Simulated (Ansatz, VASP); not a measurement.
## Two plane-wave programs on TiN (Osbornite)

```xyz
2
Lattice="0.0000 2.0737 2.0737 2.0737 0.0000 2.0737 2.0737 2.0737 0.0000" Properties=species:S:1:pos:R:3 pbc="T T T"
Ti    0.0000    0.0000    0.0000
N     2.0737    2.0737    2.0737
```

Alike in both runs: functional r2SCAN; k mesh 14 × 14 × 14; occupations fermi-dirac, width 0.1 eV; no spin polarisation.

Ansatz relaxed the structure, and its values are those at the end. VASP's run is a single point on that final structure, the one shown.

|  | VASP | Ansatz |
| --- | --- | --- |
| version | VASP 6.6.1 | Ansatz 0.2.0 |
| potentials or method | VASP PAW PBE potentials, release 64 (Ti_sv, N) | PAW plane waves |
| plane-wave cutoff (eV) | 520 | 500 |
| valence electrons in the cell | 17 | 17 |

Ansatz gave:

```
pressure (GPa) : 20.8
```

Task: Estimate VASP's values.

Result: Pressure (GPa): 22.4.

With one functional, cell and mesh, what is left measures potentials, basis and numerics. Ansatz warned: «stress_scf_threshold_loose».

Caveats: so large a pressure means that the cell lies far from this level's equilibrium, or that cutoff or potentials fall short (VASP); the potentials were made for another functional, which shifts forces and pressure (VASP).
